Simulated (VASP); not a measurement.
A run of VASP 6.6.1 is set up as follows.

INCAR

```
ALGO = Normal
EDIFF = 1E-6
ENCUT = 520
GGA = PE
ISIF = 2
ISMEAR = 0
LASPH = True
LCHARG = False
LREAL = False
LWAVE = False
NBANDS = 18
NELM = 100
PREC = Accurate
SIGMA = 0.01
```

The input KPOINTS:

```
k-points
0
Gamma
  6 6 4
```

Contents of POSCAR:

```
LiF
1.0
    3.2800798842      0.0000000000      0.0000000000
   -1.6400399421      2.8406325061      0.0000000000
    0.0000000000      0.0000000000      3.9995958328
Li F
2 2
Direct
    0.3333333333      0.6666666667      0.2500000000
    0.6666666667      0.3333333333      0.7500000000
    0.6666666667      0.3333333333      0.2500000000
    0.3333333333      0.6666666667      0.7500000000
```

Potentials or basis: VASP PAW PBE potentials, release 64 (Li_sv, F).

The run is started by

```sh
$ cat potpaw_PBE.64/Li_sv/POTCAR potpaw_PBE.64/F/POTCAR > POTCAR
$ mpirun -np 1 vasp_std > vasp.out
```

(1) Estimate the band gap on the k mesh.

## Answers

(1) 7.82 eV, direct.
